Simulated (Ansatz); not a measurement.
Moving the dispersion correction in NbAs

The cell as given:

The structure is tetragonal, space group I4_1md (No. 109). The conventional cell has a = 3.452 Å, b = 3.452 Å, c = 11.680 Å, α = 90.00°, β = 90.00°, γ = 90.00°. Around Nb (site symmetry 2mm) lie 6 As at 2.60 to 2.63 Å. As (site symmetry 2mm) is surrounded by 6 Nb at 2.60 to 2.63 Å.

Kept alike: task relaxation of cell and atoms; functional PBEsol; k mesh 11 × 11 × 11; occupations fermi-dirac, width 0.05 eV; no spin polarisation. Program: Ansatz, Ansatz PAW, cutoff 420 eV. The mesh is that of the run's cell of 4 atoms. No spin-orbit coupling.

| dispersion correction | volume (Å³/atom) |
| --- | --- |
| D3(BJ) | 16.581 |
| D3(BJ)-ATM | 16.680 |
| D4 | 16.926 |
| none | 17.146 |

The relaxations keep at least the cell's symmetry (I4_1md). Relaxations stop with a little pressure left, so the last digits of a volume or edge aren't settled. All rows use potentials made for PBE.

Q: What does the dispersion correction change here?

A: The volume runs from 16.581 (D3(BJ)) to 17.146 Å³/atom (none). Against no correction: D3(BJ) -3.3 %; D3(BJ)-ATM -2.7 %; D4 -1.3 %. Dispersion terms mostly attract and so lower the volume; the schemes' coefficients and damping set how far.
